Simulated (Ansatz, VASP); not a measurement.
ZnAu in VASP and in Ansatz

```
Zn Au
1.0
     3.18841    0.00000    0.00000
     0.00000    3.18841    0.00000
     0.00000    0.00000    3.18841
Zn Au
1 1
Direct
  0.50000 0.50000 0.50000
  0.00000 0.00000 0.00000
```

Change from the starting cell: volume scaled by 1.04, PAW files.

Alike in both runs: task electric field gradients; functional PBEsol; k mesh 13 × 13 × 13; occupations fermi-dirac, width 0.05 eV; no spin polarisation.

|  | VASP | Ansatz |
| --- | --- | --- |
| version | VASP 6.6.1 | Ansatz 0.2.0 |
| potentials or method | VASP PAW PBE potentials, release 64 (Zn, Au) | PAW with Ansatz's default frozen-core files, scalar-relativistic |
| plane-wave cutoff (eV) | 520 | 420 |
| valence electrons in the cell | 23 | 31 |

Ansatz gave:

```
pressure (GPa)                                                 : -7.0
Vzz of the field gradient on the site that differs most (V/Å²) : 0.0
```

Question: What did VASP give for the same quantities?

Answer: Pressure (GPa): -6.8; Vzz of the field gradient on the site that differs most (V/Å²): 0.0.

The two sets of potentials don't hold the same shells in valence. Ansatz warned: «gradients_without_spin_orbit».

Caveats: the PAW data sets were made with another functional, which shifts forces and pressure a little (VASP). Spin-orbit coupling is left out, which matters for the levels of Au.
